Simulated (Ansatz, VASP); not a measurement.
SiC in VASP and in Ansatz

```
Si C
1.0
     1.50559    2.60776    0.00000
    -1.50559    2.60776    0.00000
     0.00000    0.00000    4.93807
Si C
2 2
Cartesian
  0.0000 3.4770 -0.0020
  0.0000 1.7385 2.4671
  0.0000 3.4770 1.8538
  0.0000 1.7385 4.3228
```

Alike in both runs: functional PBE; k mesh 9 × 9 × 5; occupations fermi-dirac, width 0.0202 eV; no spin polarisation.

Ansatz relaxed the structure, and its values are those at the end. VASP's run is a single point on that final structure, the one shown.

|  | VASP | Ansatz |
| --- | --- | --- |
| version | VASP 6.6.1 | Ansatz 0.2.0 |
| potentials or method | VASP PAW PBE potentials, release 64 (Si, C) | PAW plane waves |
| plane-wave cutoff (eV) | 520 | 420 |
| valence electrons in the cell | 16 | 16 |

|  | VASP | Ansatz | Ansatz less VASP |
| --- | --- | --- | --- |
| gap on the k mesh at the Fermi level (eV) | 2.16 | 2.16 | +0.004 |
| pressure (GPa) | 19.9 | 20.0 | +0.09 |

Ansatz warned: «structure_snapped_to_symmetry».

Caveats: so large a pressure means that the cell lies far from this level's equilibrium, or that cutoff or potentials fall short (VASP); an odd mesh through Γ misses points on the zone boundary, where band edges often lie.
